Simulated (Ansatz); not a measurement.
Starting cell, CaF2 (fluorite):

```yaml
crystal:
  lattice:
    - [0.00000, 2.75548, 2.75548]
    - [2.75548, 0.00000, 2.75548]
    - [2.75548, 2.75548, 0.00000]
  atoms:
    - { symbol: Ca, position: [0.00000, 0.00000, 0.00000] }
    - { symbol: F, position: [0.25000, 0.25000, 0.25000] }
    - { symbol: F, position: [0.75000, 0.75000, 0.75000] }
```

In this cell atom 3 (F, nearest neighbour Ca at 2.386 Å; its periodic images, 3.9 Å or more away, move with it) is moved by s along Cartesian [110], unit vector (0.707, 0.707, 0.000); all other atoms and the cell stay fixed.

The numbers are results of PBE (plane waves to 420 eV, PAW, scalar-relativistic; Ansatz, a quantum-chemistry and plane-wave program), not measurements. k mesh 8×8×8 (Γ-centred), Fermi-Dirac smearing 0.05 eV. F∥ is the force on the atom along that direction. CaF2 was relaxed with its symmetry unable to fall. 

```csv
s (Å),F∥ (eV/Å)
-0.240,1.086
-0.192,0.847
-0.144,0.622
-0.096,0.408
-0.048,0.202
0.000,0.000
0.048,-0.202
0.096,-0.408
0.144,-0.622
0.192,-0.847
0.240,-1.086
```

What is the force constant k = d²E/ds² of this move at s = 0?

4.20 eV/Å². The forces along the line at the two nearest points give (0.202 − (-0.202)) / (2·0.048) = 4.21 eV/Å²; the next pair corrects for the finite step.

(For displaced atoms, the force is minus the slope of the energy, and its curvature is a force constant, which sets phonon frequencies.)
